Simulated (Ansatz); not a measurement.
Take a crystal in which W has been replaced by Cr on all its sites, with the cell rescaled by a rough guess (in some cases also distorted within its space group) and nothing relaxed:

```cif
data_structure
_symmetry_space_group_name_H-M 'P 1'
_symmetry_Int_Tables_number 1
_cell_length_a 2.5465
_cell_length_b 2.5465
_cell_length_c 2.5465
_cell_angle_alpha 109.471
_cell_angle_beta 109.471
_cell_angle_gamma 109.471
_cell_volume 12.71
loop_
_atom_site_label
_atom_site_type_symbol
_atom_site_fract_x
_atom_site_fract_y
_atom_site_fract_z
_atom_site_occupancy
Cr1 Cr 0.00000 0.00000 0.00000 1
```

These are results of DFT PBE, scalar-relativistic, plane waves, PAW in Ansatz, not measurements.

Cutoff 420 eV; k points 20×20×20 on the computed 1-atom cell (Γ-centred); Gaussian smearing, width 0.10 eV; no spin polarisation.

What pressure does the cell carry?

The pressure is -20.2 GPa (positive in compression), so the cell would contract.

Is it a metal on this mesh?

Yes, a band crosses the Fermi level.